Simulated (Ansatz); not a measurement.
# SnTe: a sweep of the smearing

Aim: hold SnTe and all else fixed and vary the smearing, to see how far energy and properties move.

Program: Ansatz 0.2.0. Level of theory: DFT, PBE, all-electron LAPW, scalar-relativistic. These are calculated values, not measurements.

### Step 1. The starting structure

Symmetry: Fm-3m, No. 225, cubic system. Conventional cell: a = 6.313 Å, b = 6.313 Å, c = 6.313 Å, α = 90.00°, β = 90.00°, γ = 90.00°. Sn (site symmetry m-3m) is surrounded by 6 Te at 3.16 Å. Around Te (site symmetry m-3m) lie 6 Sn at 3.16 Å.

As a file:

```cif
data_structure
_symmetry_space_group_name_H-M 'Fm-3m'
_symmetry_Int_Tables_number 225
_cell_length_a 6.3130
_cell_length_b 6.3130
_cell_length_c 6.3130
_cell_angle_alpha 90.000
_cell_angle_beta 90.000
_cell_angle_gamma 90.000
_cell_volume 251.60
loop_
_atom_site_label
_atom_site_type_symbol
_atom_site_symmetry_multiplicity
_atom_site_Wyckoff_symbol
_atom_site_fract_x
_atom_site_fract_y
_atom_site_fract_z
_atom_site_occupancy
Sn1 Sn 4 a 0.00000 0.00000 0.00000 1
Te1 Te 4 b 0.50000 0.00000 0.00000 1
```

The file gives the conventional cell by its symmetry; the runs use the cell typed in the input.

The geometry is a database entry used as it stands. It may stem from high pressure or temperature, or be incomplete, so it serves as a test cell.

Atoms are numbered in the order of the input: Sn1, Te2.

### Step 2. With Gaussian smearing of 0.2 eV

input.yaml

```yaml
crystal:
  lattice:
    - [0.0, 3.1565, 3.1565]
    - [3.1565, 0.0, 3.1565]
    - [3.1565, 3.1565, 0.0]
  atoms:
    - { symbol: Sn, position: [0.0, 0.0, 0.0] }
    - { symbol: Te, position: [0.5, 0.5, 0.5] }
kpoints:
  mp_grid: { grid: [11, 11, 11] }
scf:
  occupations: { method: gaussian, width: 0.2 }
hamiltonian:
  xc: pbe
  pseudopotentials: { kind: all_electron, lapw: { basis_error: 0.00025 } }
output:
  forces: true
  stress: true
  eigenvalues: true
```

The run is started by

```sh
$ ansatz run input.yaml --threads 1 --pin off --max-ram 2048MiB --backend cpu --events-out ev --progress --plain --runs-dir out
```

### Step 3. With cold smearing of 0.15 eV

input.yaml: that of step 2 with these lines changed.

```diff
@@ -11,3 +11,3 @@
 scf:
-  occupations: { method: gaussian, width: 0.2 }
+  occupations: { method: cold, width: 0.15 }
 hamiltonian:
```

### Step 4. With Methfessel–Paxton smearing of 0.2 eV

input.yaml: that of step 3 with these lines changed.

```diff
@@ -11,3 +11,3 @@
 scf:
-  occupations: { method: cold, width: 0.15 }
+  occupations: { method: methfessel_paxton, width: 0.2 }
 hamiltonian:
```

### Step 5. With Fermi–Dirac smearing of 0.28 eV

input.yaml: that of step 4 with these lines changed.

```diff
@@ -11,3 +11,3 @@
 scf:
-  occupations: { method: methfessel_paxton, width: 0.2 }
+  occupations: { method: fermi_dirac, width: 0.28 }
 hamiltonian:
```

### Step 6. With tetrahedron filling

input.yaml: that of step 5 with these lines changed.

```diff
@@ -11,3 +11,3 @@
 scf:
-  occupations: { method: fermi_dirac, width: 0.28 }
+  occupations: { method: tetrahedron }
 hamiltonian:
```

(Steps that only read results are left out.)

**Question.** What will these runs give? Wanted: pressure, lowest to highest.

As calculated:

```
                                                                   quantity                                            value
largest change of energy from «Gaussian smearing of 0.2 eV» (zero smearing)  13.8 meV/atom (Fermi–Dirac smearing of 0.28 eV)
                                         pressure, lowest to highest (LAPW)                                 1.90 to 2.06 GPa
```

In words: Across the runs the energy spans 14.0 meV/atom. The pressure spans 0.16 GPa (LAPW, the tetrahedron run left out, since its derivatives are unreliable).
